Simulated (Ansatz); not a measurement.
# Moving the knobs of a GW run on InSe (layers cut from the bulk crystal)

Aim: change settings of a G0W0 run on InSe (layers cut from the bulk crystal) and see what moves.

Method: G0W0 on PBE, plane waves, PAW, in Ansatz 0.2.0.

### 1. Set-up

The cell holds 4 atoms: 2 Se and 2 In. Cell: a = 4.028 Å, b = 4.028 Å, c = 34.000 Å, α = 90.0°, β = 90.0°, γ = 120.0°. It derives from InSe. Vacuum lies along c.

The structure was relaxed with PBE-D3(BJ). The runs that relaxed it are not among those shown. The default PAW set here is soft_2. Its files were made with PBE. The Coulomb interaction is cut off across the vacuum.

### 2. The base run: 6×6×1 mesh, 360 empty bands, screening to 48 eV

Now the one-shot GW correction: screening in the RPA, then the self-energy of the levels asked for.

input.yaml reads:

```yaml
crystal:
  lattice:
    - [4.0283608186, 0.0, 0.0]
    - [-2.0141804093, 3.4886628045, 0.0]
    - [0.0, 0.0, 34.0]
  atoms:
    - { symbol: Se, position: [0.3333333333, 0.6666666667, 0.4208345916] }
    - { symbol: In, position: [0.6666666667, 0.3333333333, 0.4589064024] }
    - { symbol: In, position: [0.6666666667, 0.3333333333, 0.5410935976] }
    - { symbol: Se, position: [0.3333333333, 0.6666666667, 0.5791654084] }
  periodic: [true, true, false]
kpoints:
  mp_grid: { grid: [6, 6, 1] }
hamiltonian:
  xc: pbe
scf:
  occupations: { method: fixed }
gw:
  n_empty_bands: 360
  ecut_chi: 48.0
  qp_bands: [v2, c2]
  qp_kpoints: band_edges
  screening: { model: contour_deformation }
```

The run is started by

```sh
$ ansatz run input.yaml --threads 3 --pin off --max-ram 92160MiB --backend cuda --events-out ev --progress --plain --runs-dir out --devices 1 --max-vram 13GiB  # rebuilt from the run's record
```

Numbers of over 12 decimals in the logs are rounded to 6 here.

The program printed:

```text
GPUs: using 1 of 1 available (devices: 1).
Engine: ansatz 0.2.0, x86_64-unknown-linux-gnu
Pseudopotentials: kind: paw
Pseudopotential: Se, paw, valence charge 16, recommended cutoff 420 eV (normal), Se.paw.azcp
Pseudopotential: In, paw, valence charge 13, recommended cutoff 420 eV (normal), In.paw.azcp
Functional definition: PBE
  parameter kappa = 0.804
  parameter beta = 0.066725
  exchange = pbe_x(kappa = kappa, mu = beta*pi^2/3)
  correlation = pbe_c(beta = beta)
device memory: the entry about to start is reckoned to put 4.3 GiB on a device that reports 56.5 GiB free (of which the cap on the GPU budget leaves the run 13.0 GiB)
GPU FFT provider: cuFFT
GPU libraries: cuBLAS 13.8.2, cuFFT 12.4.0, cuSOLVER 12.3.4
Crystal: 4 atoms, lattice volume = 477.822 Å³
Basis set: ecut = 420 eV, 9353 PW (Γ)
Bands: 35, of which v1, the nominal top of the filled ones, is band 29 counted from 1 (28 counted from 0)
Symmetry: 12 space group operations
Space group: P-6m2 (ITA 187), of the structure as read, at distance tolerance 7.8e-5 Å
k-points: 7 of 36 (time reversal used)
Non-local potential: Se, projectors of the file, l = 0: 2, l = 1: 2, l = 2: 3, l = 3: 1
Non-local potential: In, projectors of the file, l = 0: 2, l = 1: 2, l = 2: 2, l = 3: 2
PAW form: soft (Blöchl's): semilocal exchange-correlation on the pseudo side does not see the compensation charge
PAW one-centre angular grid: Se, 590 points (default); XC on 64 Gauss nodes
PAW one-centre angular grid: In, 590 points (default); XC on 64 Gauss nodes
Initial density: superposition of atomic densities (neutral atoms: chi_scale 0, normalization atom), corrected by the library's trained network
Initial wavefunctions: pseudopotential atomic-orbital guess
GPU buffer pool allocated for 174960 grid points (all kernels)
GPU transforms: local potential and band sums: pruned to the plane-wave sphere, on 27×27×225
Functional: x = pbe(κ = 0.804, μ = 0.219515), c = pbe(β = 0.066725)
SCF iter   1: F=—  HF=-22135.921318 eV  |F-HF|=—  |Δ(HF+E_count)|=         —  Δρ=1.03e-3  dr2=1.07e-2  ethr=1.77e-3  ⟨swp⟩=6.9  Hψ=996  notcnv=0  defer=28
preconditioner: auto → Resta (q_TF=auto, 1.920 Å⁻¹)  ε∞=1.6  [insulator: Δε(μ)=1.626 eV  Ē_g=13.833 eV  n_scr=62 (ndim 8)  ℏωp=10.5 eV  f_vac=0.738  ε∞_Penn≈1.6  vacuum switching on, ρ_ref=1.4e-2 e/Å³]
SCF iter   2: F=—  HF=-22135.920880 eV  |F-HF|=—  |Δ(HF+E_count)|=   4.38e-4  Δρ=4.39e-4  dr2=4.14e-3  ethr=1.84e-5  ⟨swp⟩=4.6  Hψ=603  notcnv=0  defer=28
SCF iter   3: F=—  HF=-22135.920318 eV  |F-HF|=—  |Δ(HF+E_count)|=   5.62e-4  Δρ=2.47e-4  dr2=4.32e-4  ethr=7.15e-6  ⟨swp⟩=3.6  Hψ=335  notcnv=0  defer=28
SCF iter   4: F=—  HF=-22135.920463 eV  |F-HF|=—  |Δ(HF+E_count)|=   1.46e-4  Δρ=9.17e-5  dr2=3.89e-5  ethr=7.46e-7  ⟨swp⟩=2.9  Hψ=391  notcnv=0  defer=28
[...]
E_nonlocal   = -457.054187
  E_hartree    = 67259.419652
  E_xc         = -638.185318
  E_vxc        = -393.745808  (∫ρ·V_xc dr)
  E_paw        = -12132.838627  (= ΣΔE_a)
  E_vpaw       = -169.439559  (= ΣTr[D̂ρ^β])
  E_aug_tail   = -0.001149  (compensation charges beyond the density's cutoff)
  E_ewald      = 58965.720703
  E_smearing   = -0.000000  (= −TS)
  E_closure    = 0.000000  (closes the sum)
  Σ components = -22135.920506   (vs F -22135.920506, Δ=0.00e0)
--- Band table (eV; the first three rows and the last of 7) ---
  k-point 0: bands = [... 25 lower, -6.4380, -6.3643, -6.3643, -6.0581, -4.3648, -3.1480, -0.9144 (-0.9144°), -0.9144 (-0.9144°), ... 2 higher]
  k-point 1: bands = [... 25 lower, -7.3828, -6.7430, -6.6352, -5.9896, -3.4505, -2.4825, -1.5785 (-1.5785°), -0.7128 (-0.7128°), ... 2 higher]
  k-point 2: bands = [... 25 lower, -7.6797, -7.2542, -7.0964, -6.3290, -3.4725, -3.3491, -1.4467, -1.1606, ... 2 higher]
  k-point 6: bands = [... 25 lower, -8.7161, -7.7043, -7.2465, -7.0576, -3.4140, -2.8800, -1.9426, -0.9336, ... 2 higher]
  ° read free of the cell's end (the report's vacuum.weakly_bound_levels)
--- G₀W₀: contour deformation, 6 samples at zero and on the imaginary axis and 2 off it, 36 q-points, 360 empty bands' worth ---
  eigenvalues of the whole cell's RPA ε∞ on this k-mesh (on a slab, of 1 + 4πα/V) = 1.2071, 2.7544, 2.7544; static W/v taken at q = 0 is 0.541803
  gw.qp_kpoints: band_edges: 6 of 7 stored k-points solved, in 1 pass; an edge of the gap read off the rows below is read off those points alone
    valence top: of the k-points left out ik 5 came nearest to being solved in a further pass, in band 29 (counted from 1, as in the quasiparticle table): it holds the edge there only if its correction is more favourable than any solved in that band by at least 0.705 eV; those differ by 0.089 eV
    conduction bottom: of the k-points left out ik 5 came nearest to being solved in a further pass, in band 30 (counted from 1, as in the quasiparticle table): it holds the edge there only if its correction is more favourable than any solved in that band by at least 0.876 eV; those differ by 0.506 eV
    ik  band        ε_KS         Σx   Σc(E_QP)       V_xc       Z   E_QP_lin       E_QP  E_QP is
     0    28     -6.3643   -17.9149     1.8906   -15.6139  0.7405    -6.7791    -6.7747  root
     0    29     -6.0581   -15.2784     1.4612   -13.2962  0.7448    -6.5863    -6.5791  root
     0    30     -4.3648    -9.9051    -2.6538   -13.2426  0.7745    -3.6717    -3.6812  root
     0    31     -3.1480    -8.1288    -3.2854   -12.1055  0.7783    -2.4479    -2.4566  root
     1    28     -6.6352   -17.7021     1.9624   -15.2952  0.7374    -7.0853    -7.0798  root
     1    29     -5.9896   -15.5535     1.4623   -13.5818  0.7466    -6.5057    -6.4991  root
     1    30     -3.4505   -10.6466    -2.8813   -14.3401  0.7638    -2.6216    -2.6382  root
     1    31     -2.4825    -7.4130    -3.4383   -11.4969  0.7696    -1.8243    -1.8370  root
[...]
6    28     -7.2465   -16.8277     2.3570   -13.9260  0.7115    -7.8031    -7.7912  root
     6    29     -7.0576   -14.8603     1.4808   -12.7865  0.7482    -7.6604    -7.6506  root
     6    30     -3.4140    -6.9279    -2.9648   -10.3020  0.7740    -3.0008    -3.0047  root
     6    31     -2.8800   -10.3925    -3.2801   -14.5777  0.7612    -1.9514    -1.9749  root
[key lines of the parts left out:]
SCF converged after 7 iterations
Free energy (F): -22135.920506 eV
Fermi energy:    -5.989630 eV
```

Wall time 31 s (1 × NVIDIA H100 80GB HBM3 (shared by 6 runs) with 3 threads of AMD EPYC 7R13 (Zen 3), shared host); peak memory 1.8 GiB.

Numbers from this step:

* bands summed: 389
* plane waves in the screening matrix: 351
* q-points in the mesh: 36
* G0W0 gap on the mesh: 2.818 eV
* k of the valence top: 0, 0.1667, 0
* k of the conduction bottom: 0, 0, 0
* starting gap on the mesh: 1.625 eV
* Z at the valence top: 0.7466
* Z at the conduction bottom: 0.7745
* least direct G0W0 gap on the computed points: 2.898 eV

The gap on the mesh goes from 1.62 eV to 2.82 eV, a correction of +1.19 eV. Between the two edge states, bare exchange in place of the xc potential would open the gap by 5.31 eV, and correlation takes back 4.12 eV.

### 3. Variant: frequency model

Edit input.yaml of step 2 so:

```diff
@@ -22,2 +22,2 @@
   qp_kpoints: band_edges
-  screening: { model: contour_deformation }
+  screening: { model: godby_needs }
```

The program printed:

```text
GPUs: using 1 of 1 available (devices: 1).
[...]
GPU FFT provider: cuFFT
GPU libraries: cuBLAS 13.8.2, cuFFT 12.4.0, cuSOLVER 12.3.4
Crystal: 4 atoms, lattice volume = 477.822 Å³
Basis set: ecut = 420 eV, 9353 PW (Γ)
Bands: 35, of which v1, the nominal top of the filled ones, is band 29 counted from 1 (28 counted from 0)
[... 1 set-up line as in the run before ...]
[...]
k-points: 7 of 36 (time reversal used)
[...]
GPU buffer pool allocated for 174960 grid points (all kernels)
[...]
SCF iter   1: F=—  HF=-22135.921318 eV  |F-HF|=—  |Δ(HF+E_count)|=         —  Δρ=1.03e-3  dr2=1.07e-2  ethr=1.77e-3  ⟨swp⟩=6.9  Hψ=996  notcnv=0  defer=28
[...]
SCF iter   7: F=-22135.920506 eV  HF=-22135.920506 eV  |F-HF|=4.40e-8  |Δ(HF+E_count)|=   3.60e-7  Δρ=1.67e-6  dr2=1.69e-8  ethr=1.72e-10  ⟨swp⟩=18.9  Hψ=1315  notcnv=0
SCF 1 converged in 7 iterations: F = -22135.920506 eV  dr2 = 1.69e-8
[...]
NSCF: frozen V_eff on 7 k-points
[...]
G₀W₀ screening: q 1/7
[... further progress lines ...]
SCF converged after 7 iterations
Free energy (F): -22135.920506 eV
[...]
Internal energy: -22135.920506 eV  (E = F + TS)
E sigma→0 (E₀):  -22135.920506 eV
Fermi energy:    -5.989630 eV
[...]
--- Band table (eV; the first three rows and the last of 7) ---
  k-point 0: bands = [... 25 lower, -6.4380, -6.3643, -6.3643, -6.0581, -4.3648, -3.1480, -0.9144 (-0.9144°), -0.9144 (-0.9144°), ... 2 higher]
  k-point 1: bands = [... 25 lower, -7.3828, -6.7430, -6.6352, -5.9896, -3.4505, -2.4825, -1.5785 (-1.5785°), -0.7128 (-0.7128°), ... 2 higher]
  k-point 2: bands = [... 25 lower, -7.6797, -7.2542, -7.0964, -6.3290, -3.4725, -3.3491, -1.4467, -1.1606, ... 2 higher]
  k-point 6: bands = [... 25 lower, -8.7161, -7.7043, -7.2465, -7.0576, -3.4140, -2.8800, -1.9426, -0.9336, ... 2 higher]
  ° read free of the cell's end (the report's vacuum.weakly_bound_levels)
--- G₀W₀: ω_p = 27.1149 eV, 36 q-points, 360 empty bands' worth ---
[...]
GN-PPA: 1979620/4717005 pairs with Re ω̃² < 0 across q-mesh
[...]
0    28     -6.3643   -17.9149     1.8693   -15.6139  0.7818    -6.7977    -6.7960  root
     0    29     -6.0581   -15.2784     1.4016   -13.2962  0.7888    -6.6415    -6.6387  root
     0    30     -4.3648    -9.9051    -2.6196   -13.2426  0.8057    -3.6432    -3.6470  root
     0    31     -3.1480    -8.1288    -3.2911   -12.1055  0.8111    -2.4582    -2.4624  root
     1    28     -6.6352   -17.7021     1.9297   -15.2952  0.7810    -7.1146    -7.1125  root
     1    29     -5.9896   -15.5535     1.4046   -13.5818  0.7894    -6.5595    -6.5568  root
     1    30     -3.4505   -10.6466    -2.8163   -14.3401  0.7985    -2.5669    -2.5732  root
     1    31     -2.4825    -7.4130    -3.4305   -11.4969  0.8084    -1.8252    -1.8292  root
[...]
6    28     -7.2465   -16.8277     2.2695   -13.9260  0.7734    -7.8829    -7.8787  root
     6    29     -7.0576   -14.8603     1.3787   -12.7865  0.7925    -7.7567    -7.7527  root
     6    30     -3.4140    -6.9279    -2.9934   -10.3020  0.8104    -3.0321    -3.0333  root
     6    31     -2.8800   -10.3925    -3.1996   -14.5777  0.7982    -1.8856    -1.8945  root
```

Elapsed: 28 s, on 1 × NVIDIA H100 80GB HBM3 (shared by 6 runs) with 3 threads; peak memory 2.2 GiB.

The G0W0 gap on the mesh is 2.910 eV.

Against the base:

```tsv
setting	base	variant
frequency model	contour deformation	plasmon pole
```

```tsv
quantity	variant	base
starting gap on the mesh	1.625	1.625
G0W0 gap on the mesh	2.910	2.818
least direct G0W0 gap on the computed points	2.992	2.898
Z at the valence top	0.789	0.747
Z at the conduction bottom	0.806	0.774
```

### 4. What came out

- base: 2.82 eV, 31 s
- frequency model: 2.91 eV, 28 s

What this shows: Frequency model: the gap moves by +0.09 eV. All runs here use a coarse mesh and modest cutoffs; they test settings and are not final values. The mesh in the plane is coarse for a sheet; gap and any exciton binding can still move on denser ones. The many-body steps are scalar-relativistic: spin-orbit coupling is not in them.

[Paths, hosts, dates, memory and timing lines, banners, echoed tables and standing remarks are left out of the program output.]

[Logs are printed without paths, hosts, clocks, repeated set-up lines and the standing remarks that a program may print on its own settings, such as how far it seeks lower states.]

[Runs of the session that timed out or met a known fault of the program may be left out.]

[Cells called generated may have been cut or substituted from an entry of the Crystallography Open Database or the Materials Project.]

[Hosts, paths, dates, database ids (printed as entryN), source tags and the programs' standing remarks are cut or masked in the printed files.]
